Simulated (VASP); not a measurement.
# ZnSe (Stilleite) (F-43m) in VASP: notebook

Runs on ZnSe (Stilleite). Level: PBE. Tasks: G0W0 quasiparticle levels.

Program: VASP 6.6.1. These are calculated values, not measurements. Logs are shortened: lines on timing, memory, paths and dates and some standing lists are left out, and cuts for length are marked.

### Step 1. The crystal as given

Symmetry: F-43m, No. 216, cubic system. The conventional cell has a = 5.668 Å, b = 5.668 Å, c = 5.668 Å, α = 90.00°, β = 90.00°, γ = 90.00°. Se (site symmetry -43m) is surrounded by 4 Zn at 2.45 Å. Zn (site symmetry -43m) has 4 Se at 2.45 Å as nearest neighbours.

### Step 2. G0W0 quasiparticle levels, PBE

File POSCAR:

```
ZnSe
1.0
    0.0000000000      2.8338000000      2.8338000000
    2.8338000000      0.0000000000      2.8338000000
    2.8338000000      2.8338000000      0.0000000000
Se Zn
1 1
Direct
    0.7500000000      0.7500000000      0.7500000000
    0.0000000000      0.0000000000      0.0000000000
```

File INCAR.step1:

```
  PREC = Accurate
  ENCUT = 450
  EDIFF = 1E-8
  ISMEAR = 0
  SIGMA = 0.01
  LREAL = F
  LASPH = T
  NELM = 100
  ALGO = Normal
  LWAVE = T
  LCHARG = F
  GGA = PE
```

File INCAR.step2:

```
  PREC = Accurate
  ENCUT = 450
  EDIFF = 1E-8
  ISMEAR = 0
  SIGMA = 0.01
  LREAL = F
  LASPH = T
  NELM = 1
  ALGO = Exact
  LWAVE = T
  LCHARG = F
  GGA = PE
  NBANDS = 36
  LOPTICS = T
  ISTART = 1
```

File INCAR.step3:

```
  PREC = Accurate
  ENCUT = 450
  EDIFF = 1E-8
  ISMEAR = 0
  SIGMA = 0.01
  LREAL = F
  LASPH = T
  ALGO = EVGW0
  LWAVE = F
  LCHARG = F
  GGA = PE
  NELMGW = 1
  NBANDS = 36
  ENCUTGW = 200
  NOMEGA = 48
  PRECFOCK = Fast
  ISTART = 1
  NBANDSGW = 17
```

File KPOINTS:

```
Automatic mesh
0
Gamma
  3 3 3
```

Potentials or basis: VASP PAW PBE potentials, release 64 (Se_GW, Zn_GW).

Command:

```console
$ cat potpaw_PBE.64/Se_GW/POTCAR potpaw_PBE.64/Zn_GW/POTCAR > POTCAR
$ cp INCAR.step1 INCAR
$ mpirun -np 1 vasp_std > vasp.out
$ cp INCAR.step2 INCAR
$ mpirun -np 1 vasp_std > vasp.out
$ cp INCAR.step3 INCAR
$ mpirun -np 1 vasp_std > vasp.out
```

OUTCAR:

```text
PREC = Accurate
   ENCUT = 450
   EDIFF = 1E-8
   ISMEAR = 0
   LREAL = F
   LASPH = T
   GGA = PE
   NELMGW = 1
   ENCUTGW = 200
   PRECFOCK = Fast
   ISTART = 1

 Found      4 irreducible k-points:

 Following reciprocal coordinates:
            Coordinates               Weight
  0.000000  0.000000  0.000000      1.000000
  0.333333  0.000000  0.000000      8.000000
  0.333333  0.333333  0.000000      6.000000
 -0.333333  0.333333  0.000000     12.000000
   k-points           NKPTS =      4   k-points in BZ     NKDIM =     27   number of bands    NBANDS=     36
   number of dos      NEDOS =    301   number of ions     NIONS =      2
   total plane-waves  NPLWV =  21952
   dimension x,y,z NGX =    28 NGY =   28 NGZ =   28
   dimension x,y,z NGXF=    56 NGYF=   56 NGZF=   56
   ions per type =               1   1
   NGX,Y,Z   is equivalent  to a cutoff of  11.62, 11.62, 11.62 a.u.
   NGXF,Y,Z  is equivalent  to a cutoff of  23.23, 23.23, 23.23 a.u.
 SYSTEM =  unknown system
   PREC   = accura    normal or accurate (medium, high low for compatibility)
   ISTART =      1    job   : 0-new  1-cont  2-samecut
   ICHARG =      0    charge: 1-file 2-atom 10-const
   ISPIN  =      1    spin polarized calculation?
   LNONCOLLINEAR =      F non collinear calculations
   LSORBIT =      F    spin-orbit coupling
   LASPH  =      T    aspherical Exc in radial PAW
   ENCUT  =  450.0 eV  33.07 Ry    5.75 a.u.   6.93  6.93  6.93*2*pi/ulx,y,z
   NELM   =     60;   NELMIN=  2; NELMDL=  0     # of ELM steps
   EDIFF  = 0.1E-07   stopping-criterion for ELM
   LREAL  =      F    real-space projection
   EDIFFG = 0.1E-06   stopping-criterion for IOM
   NSW    =      0    number of steps for IOM
   IBRION =     -1    ionic relax: 0-MD 1-quasi-New 2-CG
   NFREE  =      0    steps in history (QN), initial steepest desc. (CG)
   ISIF   =      0    stress and relaxation
   ISYM   =      3    0-nonsym 1-usesym 2-fastsym
   POTIM  = 0.5000    time-step for ionic-motion
   TEBEG  =    0.0;   TEEND  =   0.0 temperature during run
   PSTRESS=    0.0 pullay stress
   NELECT =      18.0000    total number of electrons
   NUPDOWN=      -1.0000    fix difference up-down
   EMIN   =  10.00;   EMAX   =-10.00  energy-range for DOS
   EFERMI =   0.00;   METHOD = LEGACY
   ISMEAR =     0;   SIGMA  =   0.01  broadening in eV -4-tet -1-fermi 0-gaus
   EFERMI_NEDOS =   21; number of points for ismear=-14 and -15
   IALGO  =     38    algorithm
   IMIX   =      4    mixing-type and parameters
     AMIX     =   0.40;   BMIX     =  1.00
     AMIX_MAG =   1.60;   BMIX_MAG =  1.00
  volume/ion in A,a.u.               =      22.76       153.57
  Fermi-wavevector in a.u.,A,eV,Ry     =   1.201673  2.270834 19.647073  1.444019
  Thomas-Fermi vector in A             =   2.337476
   LORBIT       =      0    0 simple, 1 ext, 2 COOP (PROOUT), +10 PAW based schemes
   GGA     = PE    functional components
   LHFCALC =     T    Hartree Fock is set to
   PRECFOCK=fast      Normal, Fast or Accurate (Low or Medium for compatibility)
   ENCUT4O =  -1.0   cutoff for four orbital integrals eV
   NKREDX  =     1    reduce k-point grid by
   NKREDY  =     1    reduce k-point grid by
   NKREDZ  =     1    reduce k-point grid by
   AEXX    =    1.0000 exact exchange contribution
   HFSCREEN=    0.0000 screening length (either q_TF or 0.3 A-1)
   HFSCREENC=   0.0000 screening length for correlation (either q_TF or 0.3 A-1)
   ENCUTFOCK=  -1.0 apply spherical cutoff to Coloumb kernel
   IVDW    =     0    specifies the selected vdW correction
   LEPSILON=     F    determine dielectric tensor
   LRPA    =     F    only Hartree local field effects (RPA)
   LRPAFORCE           =     F    calculate RPA forces
   ENCUTGW             = 200.0    cutoff for response function in eV
   ENCUTGWSOFT         = 160.0    soft cutoff for Coulomb kernel in GW response function in eV
   ENCUTLF             =  -1.0    cutoff for local field effects
   NELMGW              =     1    number of iterations in solving QP/BSE equation
   NELMHF              =     1    number of iterations in the inner HF iteration
   NKREDLFX            =     1    NKREDLFY  =   1   NKREDLFZ  =   1
 non-spin polarized calculation
 Gauss-broadening in eV      SIGMA  =   0.01
  energy-cutoff  :      450.00
  volume of cell :       45.51
 maximum number of plane-waves:      1002
  NGX = 16; NGY = 16; NGZ = 16
   NGX = 13   NGY = 13   NGZ = 13
 maximum number of plane-waves:       302

 QP shifts <psi_nk| G(iteration)W_0 |psi_nk>: iteration 1
 for sc-GW calculations column KS-energies equals QP-energies in previous step
 and V_xc(KS)=  KS-energies - (<T + V_ion + V_H > + <T+V_H+V_ion>^1  + <V_x>^1)

 k-point   1 :       0.0000    0.0000    0.0000
  band No.  KS-energies  QP-energies   sigma(KS)   V_xc(KS)     V^pw_x(r,r')   Z            occupation Imag(sigma)

      1     -10.5025     -10.6747     -12.5685     -12.3078     -19.8306       0.6607       2.0000       1.2230
      2      -3.8950      -5.0593     -21.5182     -19.7053     -30.8897       0.6422       2.0000       0.4653
      3      -3.8950      -5.0593     -21.5182     -19.7053     -30.8897       0.6422       2.0000       0.4653
      4      -3.8950      -5.0593     -21.5182     -19.7053     -30.8897       0.6422       2.0000       0.4653
      5      -3.5352      -4.7965     -22.4448     -20.4968     -32.0216       0.6475       2.0000       0.4262
      6      -3.5352      -4.7965     -22.4448     -20.4968     -32.0216       0.6475       2.0000       0.4262
      7       2.7416       2.5101     -13.8606     -13.5552     -16.8809       0.7581       2.0000       0.1154
      8       2.7416       2.5101     -13.8606     -13.5552     -16.8809       0.7581       2.0000       0.1154
      9       2.7416       2.5101     -13.8606     -13.5552     -16.8809       0.7581       2.0000       0.1154
     10       3.9823       4.8109      -9.2743     -10.3431      -5.7288       0.7752       0.0000      -0.0803
     11       8.4727       9.1458      -8.8582      -9.7400      -4.9356       0.7633       0.0000      -0.1231
     12       8.4727       9.1458      -8.8582      -9.7400      -4.9356       0.7633       0.0000      -0.1231
     13       8.4727       9.1458      -8.8582      -9.7400      -4.9356       0.7633       0.0000      -0.1231
     14      12.6318      13.0842      -7.4613      -8.0613      -2.4956       0.7541       0.0000      -0.3277
     15      14.1442      14.8419      -9.3900     -10.3197      -4.9907       0.7505       0.0000      -0.3148
     16      14.1442      14.8419      -9.3900     -10.3197      -4.9907       0.7505       0.0000      -0.3148
     17      15.7309      15.9224      -7.3074      -7.5616      -2.2362       0.7533       0.0000      -0.5455

 k-point   2 :       0.3333    0.0000    0.0000
  band No.  KS-energies  QP-energies   sigma(KS)   V_xc(KS)     V^pw_x(r,r')   Z            occupation Imag(sigma)

      1      -9.9290     -10.0550     -12.9148     -12.7264     -20.0665       0.6689       2.0000       1.1203
      2      -3.8250      -5.0037     -21.6675     -19.8401     -31.0693       0.6450       2.0000       0.4627
      3      -3.8250      -5.0037     -21.6675     -19.8401     -31.0693       0.6450       2.0000       0.4627
      4      -3.7224      -4.8501     -20.6953     -18.9596     -29.5970       0.6497       2.0000       0.4563
      5      -3.5286      -4.7932     -22.4591     -20.5138     -32.0526       0.6501       2.0000       0.4303
      6      -3.5286      -4.7932     -22.4591     -20.5138     -32.0526       0.6501       2.0000       0.4303
      7      -1.3562      -1.8399     -13.0621     -12.3887     -17.0533       0.7181       2.0000       0.2340
      8       2.0540       1.7746     -13.3353     -12.9635     -16.3454       0.7514       2.0000       0.1249
      9       2.0540       1.7746     -13.3353     -12.9635     -16.3454       0.7514       2.0000       0.1249
     10       5.3671       6.1426      -9.1836     -10.1941      -5.5832       0.7675       0.0000      -0.0922
     11       9.1513       9.7794      -8.9263      -9.7522      -4.9252       0.7606       0.0000      -0.1453
     12       9.1513       9.7794      -8.9263      -9.7522      -4.9252       0.7606       0.0000      -0.1453
     13      10.2904      10.8992      -9.1675      -9.9773      -4.9038       0.7517       0.0000      -0.2021
     14      13.1203      13.3237      -7.1328      -7.3995      -2.3032       0.7627       0.0000      -0.3302
     15      13.7323      14.3097      -8.8394      -9.6043      -4.3199       0.7550       0.0000      -0.3248
     16      13.7323      14.3097      -8.8394      -9.6043      -4.3199       0.7550       0.0000      -0.3248
     17      18.1579      18.8812      -8.4191      -9.3821      -2.9821       0.7511       0.0000      -0.7357

 k-point   3 :       0.3333    0.3333    0.0000
  band No.  KS-energies  QP-energies   sigma(KS)   V_xc(KS)     V^pw_x(r,r')   Z            occupation Imag(sigma)

      1      -9.7351      -9.8465     -13.0436     -12.8763     -20.1594       0.6663       2.0000       1.0805
      2      -3.8848      -4.9854     -20.2183     -18.5260     -28.9470       0.6504       2.0000       0.4436
      3      -3.7209      -4.9167     -21.9343     -20.0822     -31.4143       0.6456       2.0000       0.4661
      4      -3.7209      -4.9167     -21.9343     -20.0822     -31.4143       0.6456       2.0000       0.4661
      5      -3.5311      -4.7641     -22.1473     -20.2425     -31.6336       0.6473       2.0000       0.4472
      6      -3.4995      -4.7756     -22.5284     -20.5767     -32.1335       0.6538       2.0000       0.4196
      7      -1.0728      -1.5154     -13.8232     -13.2054     -17.9478       0.7164       2.0000       0.2234
      8       0.9854       0.6233     -12.5990     -12.1101     -15.6623       0.7406       2.0000       0.1464
      9       0.9854       0.6233     -12.5990     -12.1101     -15.6623       0.7406       2.0000       0.1464
     10       6.1027       6.4928      -8.3814      -8.8876      -4.7828       0.7707       0.0000      -0.1045
     11       6.6108       7.2412      -9.3337     -10.1629      -5.7435       0.7602       0.0000      -0.1149
     12      11.6536      12.2475      -8.9533      -9.7385      -4.5812       0.7563       0.0000      -0.2543
     13      11.9677      12.7809      -9.4772     -10.5743      -4.9162       0.7412       0.0000      -0.2639
     14      11.9677      12.7809      -9.4772     -10.5743      -4.9162       0.7412       0.0000      -0.2639
     15      15.6139      16.3736      -9.0962     -10.1122      -4.4054       0.7478       0.0000      -0.3913
     16      17.9374      18.5953      -8.1374      -9.0119      -2.8043       0.7523       0.0000      -0.6839
     17      19.3955      20.0261      -8.7069      -9.5269      -3.5001       0.7690       0.0000      -0.8680

 k-point   4 :      -0.3333    0.3333    0.0000
  band No.  KS-energies  QP-energies   sigma(KS)   V_xc(KS)     V^pw_x(r,r')   Z            occupation Imag(sigma)

      1      -9.4978      -9.5928     -13.2663     -13.1236     -20.3582       0.6664       2.0000       1.0355
      2      -3.7977      -4.9707     -21.3553     -19.5462     -30.5782       0.6484       2.0000       0.4507
      3      -3.7177      -4.9141     -21.9393     -20.0899     -31.4135       0.6469       2.0000       0.4645
      4      -3.5758      -4.8248     -22.3217     -20.3898     -31.9116       0.6465       2.0000       0.4483
      5      -3.5272      -4.7940     -22.4496     -20.5059     -32.0440       0.6517       2.0000       0.4293
      6      -3.2992      -4.5001     -22.0742     -20.2218     -31.4303       0.6483       2.0000       0.4574
      7      -1.9702      -2.3429     -12.0507     -11.5291     -15.7681       0.7146       2.0000       0.2444
      8      -0.4319      -0.9279     -12.0657     -11.3865     -15.3639       0.7303       2.0000       0.1846
      9       1.2040       0.8602     -12.7436     -12.2831     -15.7815       0.7466       2.0000       0.1401
     10       6.5278       7.0733      -8.8991      -9.6122      -5.2641       0.7649       0.0000      -0.1124
     11       9.0447       9.8313      -9.6282     -10.6755      -5.6259       0.7511       0.0000      -0.1595
     12      11.1459      11.6879      -9.1441      -9.8588      -4.9715       0.7583       0.0000      -0.2191
     13      11.1874      11.9238      -9.1292     -10.1079      -4.6932       0.7524       0.0000      -0.2274
     14      12.0794      12.6950      -8.5919      -9.4137      -3.9089       0.7491       0.0000      -0.2868
     15      13.8415      14.4275      -8.9776      -9.7530      -4.5162       0.7557       0.0000      -0.3281
     16      18.2675      18.8795      -8.1503      -8.9631      -2.8492       0.7529       0.0000      -0.6976
     17      18.9634      19.4312      -7.8346      -8.4479      -2.5833       0.7628       0.0000      -0.7295
```

It took 19 s on 1 thread of Intel Xeon 6975P-C (Granite Rapids), shared host; peak memory 0.29 GiB.

These settings aren't checked as converged: the numbers below hold their error.

What came out:

```
Band gap on the k mesh, mean-field level : 1.24 eV, direct
Quasiparticle gap                        : 2.30 eV
Least direct quasiparticle gap           : 2.30 eV
```

Caveat: the k mesh is coarse (spacing up to 0.64 Å⁻¹), so the values aren't converged; bands, screening cutoff and mesh are small and nothing is extrapolated, so the quasiparticle values aren't converged.

[end of part 1 of 2]
